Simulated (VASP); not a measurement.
CdSe:

```
Cd Se
1.0
     0.00000    3.06778    3.06778
     3.06778    0.00000    3.06778
     3.06778    3.06778    0.00000
Cd Se
1 1
Direct
  0.00000 0.00000 0.00000
  0.25000 0.25000 0.25000
```

The cell was built by a generator and needn't be a form met in nature.

Base run:

```yaml
Program: VASP 6.6.1
Functional: PBE
Potentials_or_basis: VASP PAW PBE potentials, release 64 (Cd, Se)
Cutoff: 520 eV
k_mesh: 6 × 6 × 6
Occupations: gaussian, width 0.01 eV
Spin: no spin polarisation
```

Its results: band gap on the k mesh 0.55 eV, direct; pressure 1.7 GPa.

Problem. The run is repeated on the same cell with these changes: functional from PBE to LDA; potentials or basis from VASP PAW PBE potentials, release 64 (Cd, Se) to VASP PAW LDA potentials, release 64 (Cd, Se). What comes out?

Solution. Band gap on the k mesh 0.31 eV, direct; pressure -2.8 GPa.

A k mesh can miss the band edges.

Not every run made on this cell is shown here.
